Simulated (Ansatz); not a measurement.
## PtS2 under changes of volume

One of the cells (18.261 Å³/atom); the others are scaled copies at fixed shape and fractional positions:

```
Pt S
1.0
     3.54320    0.00000    0.00000
    -1.77160    3.06850    0.00000
     0.00000    0.00000    5.03880
Pt S
1 2
Direct
  0.00000 0.00000 0.00000
  0.66667 0.33333 0.77300
  0.33333 0.66667 0.22700
```

```yaml
Program: Ansatz 0.2.0
Functional: LDA
Potentials_or_basis: Ansatz PAW
Cutoff: "420 eV (not typed: the program's choice for these potentials)"
k_mesh: 9 × 9 × 5
Occupations: fermi-dirac, width 0.05 eV
Spin: no spin polarisation
```

| volume (Å³/atom) | energy over the lowest point (meV/atom) | pressure (GPa) | gap on the mesh (eV) | largest force (eV/Å) |
| --- | --- | --- | --- | --- |
| 17.165 | 66.91 | 15.3 | 0.96 | 1.843 |
| 17.531 | 37.09 | 10.9 | 0.94 | 1.468 |
| 17.896 | 16.64 | 7.1 | 0.92 | 1.123 |
| 18.261 | ? | ? | ? | ? |
| 18.626 | 0.00 | 0.5 | 0.88 | 0.512 |
| 18.992 | 2.11 | -2.3 | 0.86 | 0.242 |
| 19.357 | 10.20 | -4.8 | 0.84 | 0.007 |

Problem. What does the run at 18.261 Å³/atom give?

Solution. Energy over the lowest point 4.58 meV/atom; pressure 3.6 GPa; gap on the mesh 0.90 eV; largest force 0.805 eV/Å.

Worked out: A Birch-Murnaghan fit of order 3 (a polynomial in V^(-2/3)) to the other rows has its minimum at 18.69 Å³/atom with B0 = V·E''(V) = 147 GPa and B' = 4.7 at fixed shape and positions, which overstates the stiffness. It gives 4.59 meV/atom at 18.261 Å³/atom, against the run's 4.58, and -dE/dV = 3.6 GPa, against 3.6. A straight line through the other rows of the gap, of slope -0.999 eV per unit of ln V, gives 0.90 eV, against the run's 0.90.

Energies are extrapolated to zero smearing.

Caveats: odd divisions of the mesh miss points on the zone boundary, where band edges often lie, so the gap on the mesh can be too wide; spin-orbit coupling is left out, which moves the levels of the heavy elements; the PAW data sets come from PBE, with cores solved anew for the run's functional, which leaves a small shift of forces and pressure; forces of over 1 eV/Å show positions far from the minimum, so gaps and moduli don't describe the material at rest (some runs).

A mesh can miss the band edges.
